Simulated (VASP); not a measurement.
Write the native input for VASP 6.6.1 that does the following.

```yaml
Task: relaxation of cell and atoms
Functional: r2SCAN
Dispersion: rVV10
Potentials_or_basis: VASP PAW PBE potentials, release 64 (W_sv, Se)
Cutoff: 600 eV
k_mesh: 9 × 9 × 2
Occupations: gaussian, width 0.03 eV
Spin: no spin polarisation
Further_INCAR_settings: ALGO = Normal; EDIFF = 1e-06; IBRION = 2; EDIFFG = -0.01; NSW = 90; ISIF = 3
```

The structure of WSe2 lies in POSCAR:

```
WSe2
1.0
    3.2900000000      0.0000000000      0.0000000000
   -1.6450000000      2.8492235785      0.0000000000
    0.0000000000      0.0000000000     12.9700000000
W Se
2 4
Direct
    0.3333333333      0.6666666667      0.2500000000
    0.6666666667      0.3333333333      0.7500000000
    0.3333333333      0.6666666667      0.6210000000
    0.6666666667      0.3333333333      0.1210000000
    0.3333333333      0.6666666667      0.8790000000
    0.6666666667      0.3333333333      0.3790000000
```

The input as run:

INCAR

```
SYSTEM = WSe2
PREC = Accurate
ENCUT = 600
EDIFF = 1E-6
ISMEAR = 0
SIGMA = 0.03
LREAL = .False.
LASPH = .True.
NELM = 80
ALGO = Normal
ISIF = 3
LWAVE = .False.
LCHARG = .False.
METAGGA = R2SCAN
LMIXTAU = .True.
LUSE_VDW = .True.
IVDW_NL = 2
BPARAM = 11.95
CPARAM = 0.0093
IBRION = 2
NSW = 90
EDIFFG = -0.01
KPAR = 2
```

KPOINTS

```
Automatic mesh
0
Gamma
  9 9 2
  0 0 0
```

Potentials or basis: VASP PAW PBE potentials, release 64 (W_sv, Se).

Launch:

```sh
$ cat potpaw_PBE.64/W_sv/POTCAR potpaw_PBE.64/Se/POTCAR > POTCAR
$ mpirun -np 2 vasp_std > vasp.out
```

Results of the run:

```json
{"Relaxed volume": "20.78 Å³/atom", "Relaxed cell": "a = 3.306 Å, b = 3.306 Å, c = 13.171 Å, α = 90.00°, β = 90.00°, γ = 120.00°", "Space group after relaxing (to 0.05 Å)": "P6_3/mmc (No. 194)", "Energy gained by relaxing": "1.8 meV/atom", "Ionic steps": "12", "Pressure after relaxing": "0.0 GPa", "Largest force after relaxing": "0.009 eV/Å", "Band gap on the k mesh": "1.23 eV, indirect (least direct gap 1.59 eV)"}
```

Caveat: the PAW data sets were made with another functional, which shifts forces and pressure a little; spin-orbit coupling is left out, which moves the levels of the heavy elements; an odd mesh through Γ misses points on the zone boundary, where band edges often lie.

Run time: 30 min on 2 MPI ranks on Intel(R) Xeon(R) 6975P-C (Granite Rapids) (shared host), peak memory 0.67 GiB a rank.
